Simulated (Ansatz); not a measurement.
The system is EuO.

```xyz
2
Lattice="0.0000 2.5720 2.5720 2.5720 0.0000 2.5720 2.5720 2.5720 0.0000" Properties=species:S:1:pos:R:3 pbc="T T T"
Eu    0.0000    0.0000    0.0000
O     2.5720    2.5720    2.5720
```

Base run:

| Property | Result |
| --- | --- |
| Program | Ansatz 0.2.0 |
| Functional | LDA |
| Potentials or basis | all-electron LAPW, scalar-relativistic |
| Cutoff | 290 eV (chosen from the basis error) |
| Basis error allowed | 0.001 eV/atom |
| k mesh | 9 × 9 × 9 |
| Occupations | fermi-dirac, width 0.05 eV |
| Spin | collinear spin, ferromagnetic start |
| Starting moments | [7.0, 0.0] μB |

Its results: pressure -12.8 GPa; net moment 6.93 μB per cell; site moments Eu +6.80; O -0.07 μB.

Task: The run is repeated on the same cell with these changes: functional from LDA to PBEsol. What comes out?

Result: Pressure -9.0 GPa; net moment 6.97 μB per cell; site moments Eu +6.83; O -0.09 μB.

PBEsol binds less tightly than LDA, so the same cell stands under more pressure.

Caveats: an open f shell can end in a state above the lowest; a cell with one magnetic atom can't hold antiferromagnetic order, which such compounds often take.
